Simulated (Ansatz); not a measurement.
# HgTe (Coloradoite) in Ansatz: convergence with xc grid

HgTe (Coloradoite):

```
CELL_PARAMETERS angstrom
0.00000 3.21450 3.21450
3.21450 0.00000 3.21450
3.21450 3.21450 0.00000
ATOMIC_POSITIONS crystal
Hg 0.00000 0.00000 0.00000
Te 0.75000 0.75000 0.75000
```

| Item | Value |
| --- | --- |
| Program | Ansatz 0.2.0 |
| Task | convergence study |
| Functional | PBE |
| Potentials or basis | Ansatz PAW |
| Cutoff | 420 eV (not typed: the program's choice for these potentials) |
| k mesh | 6 × 6 × 6 |
| Occupations | methfessel-paxton, width 0.05 eV |
| Spin | no spin polarisation |

These are the settings of the first run; the series varies xc grid, with any setting tied to it.

Hardware: 2 threads of Intel(R) Xeon(R) Processor @ 2.50GHz (Skylake/Cascade Lake), with other jobs on the host.

| xc grid | energy less the tightest run, at zero smearing (meV/atom) | SCF cycles | CPU time (s) | peak memory (GiB) |
| --- | --- | --- | --- | --- |
| 1 | 0.00 | 6 | 4 | 0.34 |
| 2 | 0.00 | 6 | 4.3 | 0.35 |
| 3 | 0.00 | 6 | 4.5 | 0.38 |
| 4 | 0.00 | 6 | 5 | 0.43 |
| 5 | 0.00 | 6 | 5.9 | 0.51 |

Against the tightest run, the energy stays within 1 meV/atom from 1 on. The tightest run that finished is the yardstick and may itself not be fully converged.

The run has no spin-orbit coupling, so splittings on Hg, Te are missing.
